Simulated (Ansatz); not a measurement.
HfS2 in the CdI2-type structure: a single-point calculation in Ansatz 0.2.0 (LC-ωPBE). The geometry is the r2SCAN+rVV10 minimum.

Input file:
```yaml
crystal:
  lattice:
    - [3.6302934612, 0.0, 0.0]
    - [-1.8151467306, 3.1439263606, 0.0]
    - [0.0, 0.0, 5.8783536162]
  atoms:
    - { symbol: Hf, position: [0.0, 0.0, 0.0] }
    - { symbol: S, position: [0.3333333333, 0.6666666667, 0.2446282338] }
    - { symbol: S, position: [0.6666666667, 0.3333333333, 0.7553717662] }
kpoints:
  mp_grid: { grid: [6, 6, 4] }
hamiltonian:
  xc: lc_wpbe
scf:
  occupations: { method: fixed }
  n_extra_bands: 4
output:
  forces: true
  stress: true
  eigenvalues: true
  write_density: true
  write_potential: true
  elf: true
  volumetric_format: npy
```

Command: `ansatz run input.yaml --threads 4 --pin off --max-ram 7372MiB --backend cpu --events-out ev --progress --plain --runs-dir out`. It took 25 s on 4 threads of Intel(R) Xeon(R) Platinum 8488C (Sapphire Rapids) (shared host), load about 0.3 per core; peak host memory 2.1 GiB.

The output, standing remarks left out:
```
Functional definition: LC-wPBE
Crystal: 3 atoms, lattice volume = 67.092 Å³
Basis set: ecut = 420 eV, 1315 PW (Γ)
Bands: 23, of which v1, the nominal top of the filled ones, is band 19 counted from 1 (18 counted from 0)
Symmetry: 12 space group operations
Space group: P-3m1 (ITA 164)
k-points: 24 of 144
Exchange kernel: α = 0.0000 at short range, 1.0000 at long range (ω = 0.7559 Å⁻¹), several ranges, Wigner–Seitz truncation, v(0) = 15507.7719 eV·Å³, q-mesh 6×6×4
preconditioner: auto → none  [insulator: Δε(μ)=6.444 eV  ℏωp=24.8 eV]
hybrid outer 1: dexx = +2.510e-1 eV, tail = 5.18e-3 eV
hybrid outer 2: dexx = +5.212e-5 eV, tail = 1.30e-5 eV, Δε = 1.22e-2 eV, ΔF = 2.32e-2 eV/Å
hybrid outer 3: dexx = +2.546e-7 eV, tail = 1.06e-7 eV, Δε = 4.43e-4 eV, ΔF = 9.72e-4 eV/Å
hybrid outer 4: dexx = +1.237e-9 eV, tail = 1.07e-9 eV, Δε = 5.36e-5 eV, ΔF = 2.43e-5 eV/Å
Free energy (F): -17524.583956 eV
Fermi energy:    5.985200 eV
--- Forces (eV/Å), atoms counted from 1 ---
  atom   1  Hf      0.00000      0.00000      0.00000
  atom   2  S       0.00000      0.00000    -0.22916
  atom   3  S       0.00000      0.00000      0.22916
--- Stress (GPa, compression-positive) ---
        0.018224       0.000000       0.000000
        0.000000       0.018224       0.000000
        0.000000       0.000000       0.010126
  P = ⅓ Tr σ = 0.0155 GPa (0.155 kbar)
--- Band table (eV; the first three rows and the last of 24) ---
  k-point 0: bands = […, -0.4529, 2.2466, 2.2466, 5.9178, 5.9178, 5.9852, 13.7308, 13.7308, 14.6023, 17.4183]
  k-point 1: bands = […, 0.2018, 2.2727, 2.2727, 4.9092, 5.8373, 5.8373, 13.7029, 13.7029, 14.8050, 17.6469]
  k-point 2: bands = […, 1.1805, 2.2997, 2.2997, 3.5915, 5.7575, 5.7575, 13.6745, 13.6745, 14.8975, 17.9413]
  k-point 23: bands = […, 0.9184, 0.9184, 0.9589, 2.8631, 3.5495, 3.5495, 14.7834, 15.4514, 15.4514, 18.3358]
```

The rows of the band table are 0: (0, 0, 0) = Γ, 1: (0, 0, 1/4), 2: (0, 0, -1/2) = A, 23: (1/3, 1/3, -1/2) = H.

Planar averages along the third cell vector, from rho_z.tsv and v_z.tsv (valence density with its augmentation; electrostatic potential energy of an electron, of which only differences have a meaning):
```tsv
z (Å)	ρ (e/Å³)	v_es (eV)
0.00	2.400	-1.49
0.44	1.190	0.26
0.73	0.535	2.35
1.18	0.399	3.11
1.47	0.362	4.21
1.91	0.288	7.70
2.35	0.122	13.22
2.65	0.058	14.53
3.09	0.044	14.78
3.38	0.083	14.04
3.82	0.234	9.80
4.26	0.347	4.98
4.56	0.380	3.60
5.00	0.442	2.71
5.29	0.770	1.46
5.73	2.208	-1.30
```

The LC-ωPBE gap is indirect, 6.55 eV (Γ to L), below the direct gap of 7.68 eV at Γ–M (0.33 of the way from Γ). Edges are sought over the mesh and the listed points. The mean stress, 0.0 GPa, is small, and the program warns that its thresholds are loose for a hybrid's stress. The largest force is 0.23 eV/Å.

Calculated for a static, non-magnetic cell.

No spin-orbit coupling is included; it can move band edges with weight on the heavy atoms by tenths of an eV.

The meshes of the hybrids are coarse, so their gaps aren't converged to the digits shown.
